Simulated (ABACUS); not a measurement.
SrO under changes of volume

One of the cells (16.901 Å³/atom); the others are scaled copies at fixed shape and fractional positions:

```xyz
2
Lattice="0.0000 2.5663 2.5663 2.5663 0.0000 2.5663 2.5663 2.5663 0.0000" Properties=species:S:1:pos:R:3 pbc="T T T"
Sr    2.5663    2.5663    2.5663
O     0.0000    0.0000    0.0000
```

| Property | Result |
| --- | --- |
| Program | ABACUS 3.10.1 |
| Functional | PBEsol |
| Potentials or basis | PseudoDojo NC SR 0.4.1 PBEsol standard |
| Cutoff | 1143 eV |
| Density cutoff | 4572 eV |
| Basis | plane waves |
| k mesh | 9 × 9 × 9 |
| Occupations | fermi-dirac, width 0.05 eV |
| Spin | no spin polarisation |

| volume (Å³/atom) | energy over the lowest point (meV/atom) | pressure (GPa) | gap on the mesh (eV) |
| --- | --- | --- | --- |
| 15.887 | ? | ? | ? |
| 16.225 | 5.17 | 3.3 | 3.24 |
| 16.563 | 0.45 | 1.2 | 3.25 |
| 16.901 | 0.00 | -0.8 | 3.27 |
| 17.239 | 3.39 | -2.5 | 3.28 |
| 17.577 | 10.21 | -4.0 | 3.29 |
| 17.915 | 20.09 | -5.4 | 3.29 |

**Question.** What does the run at 15.887 Å³/atom give?

**Answer.** Energy over the lowest point 14.70 meV/atom; pressure 5.7 GPa; gap on the mesh 3.22 eV.

Worked out: A Birch-Murnaghan fit of order 3 (a polynomial in V^(-2/3)) to the other rows has its minimum at 16.77 Å³/atom with B0 = V·E''(V) = 94 GPa and B' = 4.5. It gives 14.68 meV/atom at 15.887 Å³/atom, against the run's 14.70, and -dE/dV = 5.7 GPa, against 5.7. A straight line through the other rows of the gap, of slope 0.55 eV per unit of ln V, extrapolates to 3.23 eV, against the run's 3.22.

Energies are extrapolated to zero smearing.

Caveats: an odd mesh through Γ misses points on the zone boundary, where band edges often lie. Spin-orbit coupling on Sr is left out.
